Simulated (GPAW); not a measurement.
# ZrS2 (P-3m1) in GPAW: notebook

The runs below take ZrS2 through G0W0 quasiparticle levels, with PBE, LDA+U.

All numbers are computed with GPAW 26.7.0; they aren't measurements. Logs are shortened: lines on timing, memory, paths and dates and some standing lists are left out, and cuts for length are marked. The log counts tension as positive stress, the text compression.

## (1) Starting point

It takes space group P-3m1 (No. 164, trigonal). Conventional cell: a = 3.691 Å, b = 3.691 Å, c = 6.041 Å, α = 90.00°, β = 90.00°, γ = 120.00°. Zr (site symmetry -3m) is surrounded by 6 S at 2.57 Å. S (site symmetry 3m) is surrounded by 3 Zr at 2.57 Å.

The cell is a database's computed one.

## (2) G0W0 quasiparticle levels, PBE

Contents of run.py:

```python
import json
import numpy as np
from ase import Atoms
from ase.dft.bandgap import bandgap
from ase.io import write
from gpaw import GPAW, PW
from gpaw.response.g0w0 import G0W0

atoms = Atoms(['Zr', 'S', 'S'],
              cell=[[3.6913825498, 0.0, 0.0],
                    [-1.8456912749, 3.1968310632, 0.0],
                    [0.0, 0.0, 6.04107701]],
              scaled_positions=[[0.0, 0.0, 0.0],
                                [0.3333333333, 0.6666666667, 0.23790997],
                                [0.6666666667, 0.3333333333, 0.76209003]],
              pbc=True)

calc = GPAW(mode=PW(450),
            xc='PBE',
            kpts={'size': (4, 4, 4), 'gamma': True},
            occupations={'name': 'fermi-dirac', 'width': 0.001},
            nbands=24,
            convergence={'density': 1e-06},
            maxiter=150,
            txt='gpaw.txt')
atoms.calc = calc
energy = atoms.get_potential_energy()
calc.write('gs.gpw')
write('result.traj', atoms)
print(f'Energy: {energy:.6f} eV')
print('Fermi level:', round(calc.get_fermi_level(), 4), 'eV')
print(f'Gap: {bandgap(calc)[0]:.4f} eV, direct: {bandgap(calc, direct=True)[0]:.4f} eV')

calc.diagonalize_full_hamiltonian(nbands=301)
calc.write('full.gpw', mode='all')

ibz = calc.get_ibz_k_points()
gap, vbm, cbm = bandgap(calc, output=None)
gap, direct, _ = bandgap(calc, direct=True, output=None)
gamma = int(np.abs(ibz).sum(1).argmin())
kpts = sorted({gamma, vbm[1], cbm[1], direct[1]})
gw = G0W0(calc='full.gpw',
          filename='gw',
          ecut=150,
          ecut_extrapolation=True,
          relbands=(-2, 2),
          kpts=kpts,
          integrate_gamma='WS',
          ppa=True)
gw.calculate()
results = {mode: {key: np.asarray(r[key]).tolist() for key in ['f', 'eps', 'vxc', 'exx', 'sigma', 'Z', 'qp', 'sigma_eskn']}
           for mode, r in gw.all_results.items()}
json.dump({'kpts': ibz[kpts].tolist(), 'results': results}, open('gw.json', 'w'))
for mode, r in results.items():
    f, qp = np.array(r['f']), np.array(r['qp'])
    print(mode, 'quasiparticle energies (eV):')
    print(qp.round(3))
    print(mode, 'gap:', round(qp[f < 0.5].min() - qp[f > 0.5].max(), 4), 'eV')
```

Potentials or basis: GPAW PAW data sets (gpaw-data 1.2.1), pw.

Run with:

```
> OMP_NUM_THREADS=1 python run.py
```

gpaw.txt:

```text
__  _  _
 | _ |_)|_||  |
 |__||  | ||/\| - 26.7.0

Input parameters:
  mode=PW(ecut=450.00000000000006),
  convergence={'density': 1e-06},
  kpts=MonkhorstPack(size=(4, 4, 4), gamma=True),
  maxiter=150,
  nbands=24,
  occupations=Occupations(name='fermi-dirac', width=0.001),
  xc=XC(name='PBE')

Diagonalizing LCAO Hamiltonian
Converting LCAO to pw mode

            S

        S

       Zr

Atoms  # Å, Bohr magnetons
|   | symbol |         x |        y |        z |    initial magnetic moments |
|---|--------|-----------|----------|----------|-----------------------------|
| 0 |     Zr |  0.000000 | 0.000000 | 0.000000 | ( 0.0000,  0.0000,  0.0000) |
| 1 |      S | -0.000000 | 2.131221 | 1.437232 | ( 0.0000,  0.0000,  0.0000) |
| 2 |      S |  1.845691 | 1.065610 | 4.603845 | ( 0.0000,  0.0000,  0.0000) |

Unit cell  # Å
| periodic |         x |        y |        z |  lengths |     angles |
|----------|-----------|----------|----------|----------|------------|
|      yes |  3.691383 | 0.000000 | 0.000000 | 3.691383 |  90.000000 |
|      yes | -1.845691 | 3.196831 | 0.000000 | 3.691383 |  90.000000 |
|      yes |  0.000000 | 0.000000 | 6.041077 | 6.041077 | 120.000000 |

Number of symmetries: 12
Symmetry operations  # r_c * U_cc + t_c -> r_c
|    | kind |            matrix            |
|----|------|------------------------------|
|  0 |  σ   |  1, 1, 0,  0,-1, 0,  0, 0, 1 |
|  1 |  S6  |  1, 1, 0, -1, 0, 0,  0, 0,-1 |
|  2 |  E   |  1, 0, 0,  0, 1, 0,  0, 0, 1 |
|  3 |  C2  |  1, 0, 0, -1,-1, 0,  0, 0,-1 |
|  4 |  C2  |  0, 1, 0,  1, 0, 0,  0, 0,-1 |
|  5 |  C3  |  0, 1, 0, -1,-1, 0,  0, 0, 1 |
|  6 |  S6  |  0,-1, 0,  1, 1, 0,  0, 0,-1 |
|  7 |  σ   |  0,-1, 0, -1, 0, 0,  0, 0, 1 |
|  8 |  σ   | -1, 0, 0,  1, 1, 0,  0, 0, 1 |
|  9 |  i   | -1, 0, 0,  0,-1, 0,  0, 0,-1 |
| 10 |  C3  | -1,-1, 0,  1, 0, 0,  0, 0, 1 |
| 11 |  C2  | -1,-1, 0,  0, 1, 0,  0, 0,-1 |

BZ-sampling:
  Number of BZ points: 64
  Number of IBZ points: 13

  Monkhorst-Pack size: [4, 4, 4]
  Monkhorst-Pack shift: [0.125, 0.125, 0.125]

K-points  # in reciprocal-cell coordinates
|     |                                coordinates |     weight |
|-----|--------------------------------------------|------------|
|   0 | (  0.00000000,   0.00000000,   0.00000000) | 0.01562500 |
|   1 | (  0.00000000,   0.00000000,   0.25000000) | 0.03125000 |
|   2 | (  0.00000000,   0.00000000,   0.50000000) | 0.01562500 |
|   3 | (  0.25000000,   0.00000000,  -0.25000000) | 0.09375000 |
|   4 | (  0.25000000,   0.00000000,   0.00000000) | 0.09375000 |
|   5 | (  0.25000000,   0.00000000,   0.25000000) | 0.09375000 |
|   6 | (  0.25000000,   0.00000000,   0.50000000) | 0.09375000 |
|   7 | (  0.50000000,   0.25000000,   0.00000000) | 0.09375000 |
|   8 | (  0.50000000,   0.25000000,   0.25000000) | 0.18750000 |
|   9 | (  0.50000000,   0.25000000,   0.50000000) | 0.09375000 |
| ... |                                            |            |
|  12 | (  0.50000000,   0.50000000,   0.50000000) | 0.04687500 |

Plane wave coefficients: 1578
Cutoff: 450.00000000000006 eV

Spin-components: 1 (collinear spins)
Bands:           24
Projectors:      16
Spin-degeneracy: 2
Datatype:        complex128

Parallelization:
  kpt:    1
  domain: 1
  band:   1

Density:
  Valence electrons: 24.0
  Components: 1
  Grid points: [20 20 30]
  Charge: 0.0  # |e|

Potential:
  Grid points: [20 20 30]

species:
  Zr:
    name:    Zirconium
    Z:       40.0
    valence: 12
    core:    28
    charge:  0.0  # [|e|]
    compensation charges:
      type: gauss
      rc: 0.40  # [Å]
      lmax: 2
    cutoffs:
      filter: 2.39  # [Å]
      core: 1.59  # [Å]
    projectors
    | kind |    occ | energy [eV] | rcut [Å] |
    |------|--------|-------------|----------|
    |   4s |  2.000 |     -54.478 |    1.323 |
    |   5s |  2.000 |      -4.438 |    1.323 |
    |   4p |  6.000 |     -32.467 |    1.334 |
    |   5p |  0.000 |      -1.470 |    1.334 |
    |   4d |  2.000 |      -3.600 |    1.244 |
    |    d |        |      23.611 |    1.244 |

    Using partial waves for Zr as LCAO basis

  S:
    name:    Sulfur
    Z:       16.0
    valence: 6
    core:    10
    charge:  0.0  # [|e|]
    compensation charges:
      type: gauss
      rc: 0.24  # [Å]
      lmax: 2
    cutoffs:
      filter: 1.77  # [Å]
      core: 1.66  # [Å]
    projectors
    | kind |    occ | energy [eV] | rcut [Å] |
    |------|--------|-------------|----------|
    |   3s |  2.000 |     -17.254 |    0.974 |
    |   3p |  4.000 |      -7.008 |    0.979 |
    |    s |        |       9.957 |    0.974 |
    |    p |        |      20.203 |    0.979 |
    |    d |        |       0.000 |    0.900 |

    Using partial waves for S as LCAO basis

Reference energy: -119608.811030  # eV

eigensolver:
  PPCG
  Converge bands: occupied
  niter=2

density mixing:
  MSR1-Mixer
  Pratt-step length: 0.05
  Maximum mixing coefficient: 0.75
  Old densities: 10
  SVD Regularization: 0.005
  Good broyden scale: 1.0
  Trust region scale: 1.0
  Backstep threshold: 4.0
  History deletion threshold: 6.0
  Fourier metric: weight=20.0, sigma=0.015

occupation numbers:
  Fermi-Dirac:
    width: 0.0010  # eV

poisson solver:
  ecut: 3600.0000000000005  # eV

xc functional:
  name: PBE with 2 nearest neighbor stencil

convergence criteria:
- Maximum integral of absolute [dens]ity change: 1e-06 electrons / valence electron
- Maximum [total energy] change in last 3 cyles: 0.0005 eV / valence electron
- Maximum integral of absolute [eigenst]ate change: 4e-08 eV^2 / valence electron
maximum number of iterations: 150

SCF iterations
|iter     | |      energy | eigst |  dens |
|---------|-|-------------|-------|-------|
|iter:   1| |  -20.987706 | +0.14 |       |
|iter:   2| |  -20.808144 | -1.52 | -1.02 |
|iter:   3| |  -20.214343 | -1.14 | -1.06 |
|iter:   4| |  -20.204236 | -2.18 | -1.54 |
|iter:   5| |  -20.198925 | -2.85 | -1.80 |
|iter:   6| |  -20.198073c| -3.38 | -2.02 |
|iter:   7| |  -20.198088c| -4.93 | -3.25 |
|iter:   8| |  -20.198091c| -6.25 | -3.66 |
|iter:   9| |  -20.198091c| -7.63c| -4.69 |
|iter:  10| |  -20.198091c| -8.36c| -5.32 |
|iter:  11| |  -20.198091c| -8.95c| -6.04c|

Converged in 11 steps
Energy contributions relative to reference atoms: (reference = -119608.811030)

Energy contributions:
  Kinetic:          18.286307
  Coulomb:         -21.709108
  Zero:              0.316564
  External:          0.000000
  Xc:              -17.091854
  Entropy:          -0.000000
  Spinorbit:         0.000000
  ----------------------------
  Free energy:     -20.198091
  Extrapolated:    -20.198091

dipole moment: (-6.736022, -11.667132, -22.047471)  # |e|*Ang

Fermi level: 5.165
Eigenvalues  # (at kpt = [0.000, 0.000, 0.000])
| band index |      eig [eV] | occ [0-2] |
|------------|---------------|-----------|
|          0 |       -44.488 |     2.000 |
|        ... |               |           |
|          4 |        -8.007 |     2.000 |
|          5 |        -6.612 |     2.000 |
|          6 |         0.358 |     2.000 |
|          7 |         1.788 |     2.000 |
|          8 |         1.788 |     2.000 |
|          9 |         4.474 |     2.000 |
[... 8 lines left out ...]
|         18 |        10.452 |     0.000 |
|         19 |        14.119 |     0.000 |
|        ... |               |           |
|         23 |        18.439 |     0.000 |

Gap: 1.050 eV
Transition (v -> c):
  (s=0, k=0, n=11, [0.00, 0.00, 0.00]) -> (s=0, k=12, n=12, [0.50, 0.50, 0.50])
Direct/indirect transitions are different
Direct gap: 1.599 eV
Transition at: (s=0, k=0, n=11, [0.00, 0.00, 0.00])
# Writing to gs.gpw (mode='')

Matrix size: 1578x1578
# Writing to full.gpw (mode='all')
```

Run time: 18 min. Hardware: 1 thread of Intel Xeon Platinum 8488C (Sapphire Rapids), shared host; peak memory 0.57 GiB.

What came out:

```yaml
Free_energy: -20.1981 eV
Band_gap_on_the_k_mesh_mean-field_level: 1.05 eV, indirect (least direct gap 1.60 eV)
Quasiparticle_gap: 2.30 eV
Least_direct_quasiparticle_gap: 3.09 eV
```

Caveat: the k mesh is coarse (spacing up to 0.49 Å⁻¹), so the values aren't converged; the quasiparticle gap is taken among the few k points that were corrected; the long-wavelength limit can be off by several per cent where d states take part.

## (3) G0W0 quasiparticle levels, LDA+U

Contents of run.py:

```python
import json
import numpy as np
from ase.dft.bandgap import bandgap
from ase.io import read, write
from gpaw import GPAW, PW
from gpaw.response.g0w0 import G0W0

atoms = read('ZrS2.cif')

calc = GPAW(mode=PW(500),
            xc='LDA',
            kpts={'size': (3, 3, 2), 'gamma': True},
            occupations={'name': 'fermi-dirac', 'width': 0.001},
            setups={'Zr': ':d,1.0'},
            nbands=24,
            convergence={'density': 1e-06},
            maxiter=150,
            txt='gpaw.txt')
atoms.calc = calc
energy = atoms.get_potential_energy()
calc.write('gs.gpw')
write('result.traj', atoms)
print(f'Energy: {energy:.6f} eV')
print('Fermi level:', round(calc.get_fermi_level(), 4), 'eV')
print(f'Gap: {bandgap(calc)[0]:.4f} eV, direct: {bandgap(calc, direct=True)[0]:.4f} eV')

calc.diagonalize_full_hamiltonian(nbands=165)
calc.write('full.gpw', mode='all')

ibz = calc.get_ibz_k_points()
gap, vbm, cbm = bandgap(calc, output=None)
gap, direct, _ = bandgap(calc, direct=True, output=None)
gamma = int(np.abs(ibz).sum(1).argmin())
kpts = sorted({gamma, vbm[1], cbm[1], direct[1]})
gw = G0W0(calc='full.gpw',
          filename='gw',
          ecut=100,
          ecut_extrapolation=True,
          relbands=(-4, 4),
          kpts=kpts,
          integrate_gamma='1BZ',
          frequencies={'type': 'nonlinear', 'domega0': 0.15, 'omega2': 10},
          eta=0.1)
gw.calculate()
results = {mode: {key: np.asarray(r[key]).tolist() for key in ['f', 'eps', 'vxc', 'exx', 'sigma', 'Z', 'qp', 'sigma_eskn']}
           for mode, r in gw.all_results.items()}
json.dump({'kpts': ibz[kpts].tolist(), 'results': results}, open('gw.json', 'w'))
for mode, r in results.items():
    f, qp = np.array(r['f']), np.array(r['qp'])
    print(mode, 'quasiparticle energies (eV):')
    print(qp.round(3))
    print(mode, 'gap:', round(qp[f < 0.5].min() - qp[f > 0.5].max(), 4), 'eV')
```

Contents of ZrS2.cif:

```cif
data_ZrS2
_cell_length_a 3.69138255
_cell_length_b 3.69138255
_cell_length_c 6.04107701
_cell_angle_alpha 90.00000000
_cell_angle_beta 90.00000000
_cell_angle_gamma 120.00000000
_space_group_name_H-M_alt 'P1'
_space_group_name_Hall 'P 1'
_space_group_IT_number 1
loop_
_space_group_symop_operation_xyz
'x,y,z'
loop_
_atom_site_label
_atom_site_type_symbol
_atom_site_symmetry_multiplicity
_atom_site_Wyckoff_symbol
_atom_site_fract_x
_atom_site_fract_y
_atom_site_fract_z
_atom_site_occupancy
Zr1 Zr 1 a 0.0000000000 0.0000000000 0.0000000000 1
S1 S 1 a 0.3333333333 0.6666666667 0.2379099700 1
S2 S 1 a 0.6666666667 0.3333333333 0.7620900300 1
```

Potentials or basis: the program's PAW data sets (release 1.2.1) made for this functional, pw.

Run with:

```
> OMP_NUM_THREADS=1 python run.py
```

gpaw.txt:

```text
__  _  _
 | _ |_)|_||  |
 |__||  | ||/\| - 26.7.0

Input parameters:
  mode=PW(ecut=500.0),
  convergence={'density': 1e-06},
  kpts=MonkhorstPack(size=(3, 3, 2), gamma=True),
  maxiter=150,
  nbands=24,
  occupations=Occupations(name='fermi-dirac', width=0.001),
  setups={'Zr': ':d,1.0'},
  xc=XC(name='LDA')

Diagonalizing LCAO Hamiltonian
Converting LCAO to pw mode

            S

        S

       Zr

Atoms  # Å, Bohr magnetons
|   | symbol |         x |        y |        z |    initial magnetic moments |
|---|--------|-----------|----------|----------|-----------------------------|
| 0 |     Zr |  0.000000 | 0.000000 | 0.000000 | ( 0.0000,  0.0000,  0.0000) |
| 1 |      S | -0.000000 | 2.131221 | 1.437232 | ( 0.0000,  0.0000,  0.0000) |
| 2 |      S |  1.845691 | 1.065610 | 4.603845 | ( 0.0000,  0.0000,  0.0000) |
[... 159 lines left out ...]
|iter:   4| |  -21.339842 | -2.21 | -1.55 |
|iter:   5| |  -21.333369 | -2.85 | -1.81 |
|iter:   6| |  -21.331217c| -3.63 | -2.05 |
|iter:   7| |  -21.331221c| -5.33 | -3.31 |
|iter:   8| |  -21.331223c| -6.78 | -3.74 |
|iter:   9| |  -21.331223c| -7.67c| -4.81 |
|iter:  10| |  -21.331223c| -8.30c| -5.50 |
|iter:  11| |  -21.331223c| -8.66c| -6.05c|

Converged in 11 steps
Energy contributions relative to reference atoms: (reference = -119435.730582)

Energy contributions:
  Kinetic:          13.428301
  Coulomb:         -17.457890
  Zero:              0.385615
  External:          0.000000
  Xc:              -17.687250
  Entropy:          -0.000000
  Spinorbit:         0.000000
  ----------------------------
  Free energy:     -21.331223
  Extrapolated:    -21.331223

dipole moment: (-6.752615, -11.695872, -22.101783)  # |e|*Ang

Fermi level: 5.201
Eigenvalues  # (at kpt = [0.000, 0.000, 0.000])
| band index |      eig [eV] | occ [0-2] |
|------------|---------------|-----------|
|          0 |       -44.827 |     2.000 |
|        ... |               |           |
|          4 |        -8.150 |     2.000 |
|          5 |        -6.711 |     2.000 |
|          6 |         0.130 |     2.000 |
|          7 |         1.627 |     2.000 |
|          8 |         1.627 |     2.000 |
|          9 |         4.333 |     2.000 |
[... 8 lines left out ...]
|         18 |        10.055 |     0.000 |
|         19 |        13.779 |     0.000 |
|        ... |               |           |
|         23 |        18.203 |     0.000 |

Gap: 1.251 eV
Transition (v -> c):
  (s=0, k=0, n=11, [0.00, 0.00, 0.00]) -> (s=0, k=3, n=12, [0.33, 0.00, 0.50])
Direct/indirect transitions are different
Direct gap: 1.665 eV
Transition at: (s=0, k=0, n=11, [0.00, 0.00, 0.00])
# Writing to gs.gpw (mode='')

Matrix size: 1834x1834
# Writing to full.gpw (mode='all')
```

stdout:

```text
Energy: -21.331223 eV
Fermi level: 5.2011 eV
Gap: 1.2515 eV, direct: 1.6650 eV
IBZ(<points: 6, symmetries: 12>)
Occupied bands: 12
Calculating eigenvalues:
  k-points: 2
  Bands: 8-15 (inclusive)
HSE06-eigenvalue shifts:
  min: -3.035 eV
  ave: 1.590 eV
  max: 6.307 eV
GW quasiparticle energies (eV):
[[[ 1.157  3.687  3.687  3.788  6.607  6.612  7.424 10.026]
  [ 1.431  1.814  2.743  3.006  6.107  8.15   8.372 10.014]]]
GW gap: 2.3186 eV
```

gw.w.txt:

```text
NonLinearFrequencyDescriptor(from 0.000 to 138.113 eV, 138 points)
NonLinearFrequencyDescriptor(from 0.000 to 138.113 eV, 138 points)

BZ k-points: Symmetries present (total): 12

18 k-points: 3 x 3 x 2 Monkhorst-Pack grid + [0.000000,0.000000,1/4]
6 k-points in the irreducible part of the Brillouin zone
[... 152 lines left out ...]
band       f     eps     vxc     exx   sigma  dsigma       Z      qp
                                                                   GW
   8   1.000   1.902 -15.558 -18.556   2.311  -0.455   0.687   1.431
   9   1.000   2.356 -14.696 -17.416   1.940  -0.442   0.693   1.814
  10   1.000   3.364 -15.493 -18.050   1.685  -0.404   0.712   2.743
  11   1.000   3.618 -15.199 -17.741   1.683  -0.403   0.713   3.006
  12   0.000   5.611 -14.574  -9.503  -4.388  -0.374   0.728   6.107
  13   0.000   7.517 -17.069 -10.762  -5.434  -0.378   0.725   8.150
  14   0.000   7.788 -16.641 -10.534  -5.231  -0.497   0.668   8.372
  15   0.000   9.333 -16.742 -10.898  -4.947  -0.317   0.759  10.014
```

Wall time 8.7 min (1 thread of Arm Neoverse V1, shared host); peak memory 0.75 GiB.

These settings aren't checked as converged: the numbers below hold their error.

What came out:

```yaml
Free_energy: -21.3312 eV
Band_gap_on_the_k_mesh_mean-field_level: 1.25 eV, indirect (least direct gap 1.66 eV)
Quasiparticle_gap: 2.32 eV
Least_direct_quasiparticle_gap: 2.82 eV
```

Caveat: the k mesh is coarse (spacing up to 0.66 Å⁻¹), so the values aren't converged; the quasiparticle gap is taken among the few k points that were corrected; on this mesh the treatment of q = 0 moves the result by about a tenth of an eV; the k mesh is too small for a converged quasiparticle gap; the long-wavelength limit can be off by several per cent where d states take part; response on these states lacks terms of the Hamiltonian; an odd mesh through Γ misses points on the zone boundary, where band edges often lie.
